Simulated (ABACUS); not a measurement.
Rh under changes of volume

One of the cells (13.671 Å³/atom); the others are scaled copies at fixed shape and fractional positions:

```xyz
1
Lattice="0.0000 1.8979 1.8979 1.8979 0.0000 1.8979 1.8979 1.8979 0.0000" Properties=species:S:1:pos:R:3 pbc="T T T"
Rh    0.0000    0.0000    0.0000
```

```yaml
Program: ABACUS 3.10.1
Functional: PBE
Potentials_or_basis: PseudoDojo NC SR 0.4.1 PBE standard
Cutoff: 1211 eV
Density_cutoff: 4844 eV
Basis: plane waves
k_mesh: 12 × 12 × 12
Occupations: fermi-dirac, width 0.05 eV
Spin: no spin polarisation
```

```csv
volume (Å³/atom),energy over the lowest point (meV/atom),pressure (GPa)
12.851,?,?
13.125,56.58,21.1
13.398,26.68,14.0
13.671,8.25,7.7
13.945,0.00,2.1
14.218,0.78,-2.9
14.492,9.56,-7.2
```

**Question.** What does the run at 12.851 Å³/atom give?

**Answer.** Energy over the lowest point 99.40 meV/atom; pressure 29.2 GPa.

Worked out: A Birch-Murnaghan fit of order 3 (a polynomial in V^(-2/3)) to the other rows has its minimum at 14.06 Å³/atom with B0 = V·E''(V) = 258 GPa and B' = 5.3. It gives 99.66 meV/atom at 12.851 Å³/atom, against the run's 99.40, and -dE/dV = 29.3 GPa, against 29.2.

Energies are extrapolated to zero smearing.
